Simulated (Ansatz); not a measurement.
# SnO: the cost of one run

Program: Ansatz 0.2.0. Level of theory: DFT PBE+D3(BJ), scalar-relativistic, plane waves, PAW. These are calculated values, not measurements.

7 further runs of the same task are left out: 7 set aside as unsound or not needed.

### Step 1. The starting structure

Symmetry: P4/nmm, No. 129, tetragonal system. The conventional cell has a = 3.836 Å, b = 3.836 Å, c = 4.761 Å, α = 90.00°, β = 90.00°, γ = 90.00°. Around Sn (site symmetry 4mm) lie 4 O at 2.24 Å. O (site symmetry -4m2) is surrounded by 4 Sn at 2.24 Å.

Coordinates:

```xyz
8
Lattice="2.7126 -2.7126 0.0000 2.7126 2.7126 0.0000 0.0000 0.0000 9.5224" Properties=species:S:1:pos:R:3 pbc="T T T"
Sn    2.7126   -1.3563    8.3000
Sn    2.7126    1.3563    1.2224
Sn    2.7126   -1.3563    3.5388
Sn    2.7126    1.3563    5.9836
O     1.3563    0.0000    2.3806
O     4.0689    0.0000    7.1418
O     1.3563    0.0000    7.1418
O     4.0689    0.0000    2.3806
```

It goes back to an entry of the Materials Project, which need not be the stable form.

It is the result of an earlier relaxation at this level (volume 17.52 Å³/atom; gap on the mesh: none (metal)).

### Step 3. Setting up the map

Atoms count from 1 in the order of the input.

The upper layer of a bilayer is slid over the lower one; relaxed at each slide: nothing; the origin of the map has Sn5 above Sn4; the distance between the facing planes is held at 4.00 Å.

The axes are (1) slide of the upper layer along the first cell vector, from Sn5 above Sn4: 8 values from 0.000 to 0.875, periodic; (2) slide of the upper layer along the second cell vector, from Sn5 above Sn4: 8 values from 0.000 to 0.875, periodic.

Nothing else is relaxed. Points are written as (first, second).

The two vectors of the plane (Å): (3.820, 0.000, 0.000); (0.000, 3.820, 0.000).

(The set-up runs are not shown.)

### Step 4. Grid point (2/8, 4/8) of the map's two axes

The input, input.yaml:

```yaml
crystal:
  lattice:
    - [3.8201630918, 0.0, 0.0]
    - [0.0, 3.8201630918, 0.0]
    - [0.0, 0.0, 22.2260821141]
  atoms:
    - { symbol: Sn, position: [0.75, 0.25, 0.2024648328] }
    - { symbol: O, position: [0.25, 0.25, 0.2556240231] }
    - { symbol: O, position: [0.75, 0.75, 0.2556240231] }
    - { symbol: Sn, position: [0.25, 0.75, 0.3087832134] }
    - { symbol: Sn, position: [0.5, 1.25, 0.4887519537] }
    - { symbol: O, position: [0.0, 1.25, 0.541911144] }
    - { symbol: O, position: [0.5, 1.75, 0.541911144] }
    - { symbol: Sn, position: [0.0, 1.75, 0.5950703343] }
basis:
  ecutwfc: 420
kpoints:
  mp_grid: { grid: [7, 7, 1] }
hamiltonian:
  xc: pbe
  pseudopotentials: { kind: paw, azcp: { folder: soft_1 } }
  dispersion: d3bj
scf:
  occupations: { method: gaussian, width: 0.05 }
output:
  forces: true
  eigenvalues: true
efield:
  axis: 3
  dipole_correction: true
  ramp_width: 0.04
```

Command:

```bash
$ ansatz run input.yaml --threads 2 --pin off --max-ram 6144MiB --backend cpu --events-out ev --progress --plain --runs-dir out
```

What time and memory should one allow on 2 threads of AMD EPYC 9R45 (Zen 5), shared host?

About 5.5 s, with a peak of 0.64 GiB.
